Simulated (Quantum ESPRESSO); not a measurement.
## HfO2: dielectric tensor and Born charges under several settings

```xyz
3
Lattice="0.0000 2.5575 2.5575 2.5575 0.0000 2.5575 2.5575 2.5575 0.0000" Properties=species:S:1:pos:R:3 pbc="T T T"
Hf    0.0000    0.0000    0.0000
O     3.8363    3.8363    3.8363
O     1.2788    1.2788    1.2788
```

Measurements of this composition are mostly on another form, of space group No. 14.

All runs used Quantum ESPRESSO 7.5; k mesh 6 × 6 × 6, shifted; given cell; no spin polarisation; cutoff 1143 eV; occupations smeared at first, fixed for the response.

```tsv
level	potentials	pressure (GPa)	ε∞ (diagonal)	Born charge of atom 1 (e)
LDA	PseudoDojo 0.4.1 SR LDA standard	-22.1	5.29	5.51
PBE	PseudoDojo 0.4.1 SR PBE standard	-4.9	5.18	5.49
PBEsol	PseudoDojo 0.4.1 SR PBEsol standard	-13.2	5.27	5.50
WC	PseudoDojo 0.4.1 SR PBE standard	?	?	?
BLYP	PseudoDojo 0.4.1 SR PBE standard	1.6	5.13	5.51
AM05	PseudoDojo 0.4.1 SR PBE standard	-11.2	5.28	5.52
```

Question: What stands in the row left open?

Answer: Pressure -11.2 GPa; ε∞ 5.28; Born charge of atom 1 5.50 e.

Caveats: the cell is more than 3 GPa from zero pressure, which shifts response properties (some runs); the potentials were made for another functional, which shifts forces and pressure (some runs).

For the row left open. Caveat: the potentials were made for another functional, which shifts forces and pressure; the cell is more than 3 GPa from zero pressure, which shifts response properties.
